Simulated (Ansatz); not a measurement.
## CdF2: phonon heat capacity and phonon entropy against temperature

Results calculated with Ansatz 0.2.0, not measured. Harmonic vibrational free energy, entropy and heat capacity at constant volume, per atom, from the force constants of a q mesh, imaginary modes left out; plane waves with PAW datasets, Gamma-centred k mesh.

Structure of every row (space group P6_3mc, No. 186):
```
CdF2
1.0
      3.6622     0.0000     0.0000
     -1.8311     3.1716     0.0000
      0.0000     0.0000     7.1240
Cd F
2 4
Direct
  0.66667 0.33333 0.66534
  0.33333 0.66667 0.16534
  0.00000 0.00000 0.77610
  0.33333 0.66667 0.52480
  0.66667 0.33333 0.02480
  0.00000 0.00000 0.27610
```

Settings of every row: functional PBE; dispersion D3(BJ); spin none; wave cutoff 420 eV; k mesh 6x6x4; occupations fixed; smearing width 0 eV; pressure 0 GPa; phonon method linear response; q mesh 2x2x1.

Limits: coarse q mesh; phonon interpolation lacks quadrupole term; the cell comes from a prototype or a list of computed structures and needn't be the stable phase.

```csv
row,temperature (K),phonon heat capacity (kB/atom),phonon entropy (kB/atom),phonon free energy (meV/atom)
1,200,2.421,2.606,18.3
2,300,2.712,3.652,-8.9
3,400,2.831,4.45,-43.9
4,500,2.889,5.089,-85.1
5,600,?,?,?
6,700,2.942,6.071,-181.7
7,800,2.956,6.465,-235.8
8,900,2.965,6.814,-293
9,1000,2.971,7.126,-353.1
```

Question: what phonon heat capacity and phonon entropy should row 5 give?

Worked fit of phonon heat capacity. At high temperature a harmonic heat capacity falls short of its limit by a term in 1/T², so take t = (100 K / T)². The shown rows have t = 0.25, 0.11111, 0.0625, 0.04, 0.02041, 0.01562, 0.01235, 0.01. Least squares give phonon heat capacity = 2.9989 − 2.8065 × t + 1.981 × t² kB/atom; a straight line predicts inner rows, each left out in turn, worse (root mean square 0.012 against 0.00081 kB/atom). The rows lie off it by 0.000, 0.000, 0.000, -0.001, 0.000, 0.000, 0.000, 0.000. The constant, 2.9989 kB/atom, is to be held against the harmonic limit of 3 k_B an atom. The withheld row has t = 0.02778, so the fit gives 2.9989 − 2.8065 × (0.02778) + 1.981 × (0.02778)² = 2.922 kB/atom.

The calculation gave 2.922 kB/atom. The fit meets it to the printed digit.

Worked fit of phonon entropy. Entropy rises as the heat capacity times the change of ln T, so take t = ln(T / 300 K). The shown rows have t = -0.4055, 0, 0.2877, 0.5108, 0.8473, 0.9808, 1.0986, 1.204. Least squares give phonon entropy = 3.666 + 2.69583 × t + 0.15472 × t² kB/atom; a straight line predicts inner rows, each left out in turn, worse (root mean square 0.037 against 0.011 kB/atom). The rows lie off it by 0.008, -0.014, -0.004, 0.006, 0.010, 0.006, 0.000, -0.010 (root mean square 0.0083 kB/atom), a smooth pattern that one more power would take up: the form is only approximate. The slope at t = 0, 2.7 kB/atom, estimates the heat capacity at 300 K. The withheld row has t = 0.6931, so the fit gives 3.666 + 2.69583 × (0.6931) + 0.15472 × (0.6931)² = 5.609 kB/atom.

The calculation gave 5.619 kB/atom. The fit lies 0.010 kB/atom (0.22 % of the column's range) below it; its largest miss of a shown row is 0.014 kB/atom.

The other values of row 5: phonon free energy -131.3 meV/atom.
